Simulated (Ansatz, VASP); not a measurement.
# Cs in VASP and in Ansatz

```
CELL_PARAMETERS angstrom
0.00000 3.57211 3.57211
3.57211 0.00000 3.57211
3.57211 3.57211 0.00000
ATOMIC_POSITIONS crystal
Cs 0.00000 0.00000 0.00000
```

Change from the starting cell: volume scaled by 0.95, PAW files.

Alike in both runs: task single point; functional LDA; k mesh 10 × 10 × 10; occupations fermi-dirac, width 0.1 eV; no spin polarisation.

|  | VASP | Ansatz |
| --- | --- | --- |
| version | VASP 6.6.1 | Ansatz 0.2.0 |
| potentials or method | VASP PAW LDA potentials, release 64 (Cs_sv) | PAW with Ansatz's default frozen-core files, scalar-relativistic |
| plane-wave cutoff (eV) | 520 | 420 |
| valence electrons in the cell | 9 | 9 |

```tsv
	VASP	Ansatz	Ansatz less VASP
pressure (GPa)	0.1	0.1	+0.01
```

The runs have no spin-orbit coupling, so splittings on Cs are missing.
